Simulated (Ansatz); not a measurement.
Set up this calculation in Ansatz 0.2.0, as the native input.

| Quantity | Value |
| --- | --- |
| Task | band structure |
| Functional | LDA |
| Potentials or basis | Ansatz PAW |
| Cutoff | 420 eV (not typed: the program's choice for these potentials) |
| k mesh | 5 × 5 × 6 |
| Occupations | fermi-dirac, width 0.05 eV |
| Spin | spin-orbit coupling, no magnetisation |
| Path | [["G", "X", "M", "G", "Z", "R", "A", "Z"], ["X", "R"], ["M", "A"]] |
| Points for each segment of the path | 14 |

PbO2:

```
Pb O
1.0
     4.99496    0.00000    0.00000
     0.00000    4.99496    0.00000
     0.00000    0.00000    3.40900
Pb O
2 4
Cartesian
  2.4975 2.4975 1.7045
  0.0000 0.0000 0.0000
  3.4594 3.4594 0.0000
  4.0331 0.9619 1.7045
  0.9619 4.0331 1.7045
  1.5356 1.5356 0.0000
```

The cell is a database's computed one.

One way to write it, as run:

input.yaml

```yaml
crystal:
  lattice:
    - [4.99495987, 0.0, 0.0]
    - [0.0, 4.99495987, 0.0]
    - [0.0, 0.0, 3.40900096]
  atoms:
    - { symbol: Pb, position: [0.5, 0.5, 0.5] }
    - { symbol: Pb, position: [0.0, 0.0, 0.0] }
    - { symbol: O, position: [0.69257104, 0.69257104, 0.0] }
    - { symbol: O, position: [0.80742896, 0.19257104, 0.5] }
    - { symbol: O, position: [0.19257104, 0.80742896, 0.5] }
    - { symbol: O, position: [0.30742896, 0.30742896, 0.0] }
hamiltonian:
  xc: lda
  pseudopotentials: { kind: paw_fr }
magnetization:
  noncollinear: true
  spin_orbit: true
kpoints:
  mp_grid: { grid: [5, 5, 6] }
  band_path:
    path:
      - [[0.0, 0.0, 0.0], [0.0, 0.5, 0.0], [0.5, 0.5, 0.0], [0.0, 0.0, 0.0], [0.0, 0.0, 0.5], [0.0, 0.5, 0.5], [0.5, 0.5, 0.5], [0.0, 0.0, 0.5]]
      - [[0.0, 0.5, 0.0], [0.0, 0.5, 0.5]]
      - [[0.5, 0.5, 0.0], [0.5, 0.5, 0.5]]
    npoints: 14
scf:
  occupations: { method: fermi_dirac, width: 0.05 }
  n_extra_bands: 15
output:
  forces: true
  stress: true
  eigenvalues: true
  fatbands: true
```

Potentials or basis: Ansatz PAW.

The run is started by

```sh
$ ansatz run input.yaml --threads 2 --pin off --max-ram 5632MiB --backend cpu --events-out ev --progress --plain --runs-dir out
```

It gave:

The pressure is -4.5 GPa. The largest force is 0.071 eV/Å. The band gap along the path is none (metal or under the smearing width).

Caveat: the pressure holds a Pulay correction of +0.8 GPa for the finite cutoff; the PAW data sets come from PBE, with cores solved anew for the run's functional, which leaves a small shift of forces and pressure.

Wall time 2.2 min on 2 threads of Intel(R) Xeon(R) Processor @ 2.70GHz (shared host), peak memory 0.95 GiB.
